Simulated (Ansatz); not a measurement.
ZnTe:
```
CELL_PARAMETERS angstrom
      0.00000     3.08959     3.08959
      3.08959     0.00000     3.08959
      3.08959     3.08959     0.00000
ATOMIC_POSITIONS crystal
  Te 0.75000 0.75000 0.75000
  Zn 0.00000 0.00000 0.00000
```

DFT-PBE in the program Ansatz with PAW potentials gives a gap of 1.08 eV without spin–orbit coupling, maximum at Γ, minimum at Γ.

Task: What happens when spin–orbit coupling is switched on?

Result: The gap shrinks by 0.28 eV, to 0.80 eV; maximum at Γ, minimum at Γ.

Task: How large is the spin–orbit splitting of the valence top at Γ?

Result: The fourfold level lies 0.88 eV above the split-off pair.

Task: Give the electron effective mass with spin–orbit coupling.

Result: 0.069 mₑ (isotropic).

Space group F-43m (zinc blende). Symmetry was held in the PBE relaxation; of distortions, only those at the zone centre were tested.

Potentials: the later of the program's two PAW sets.
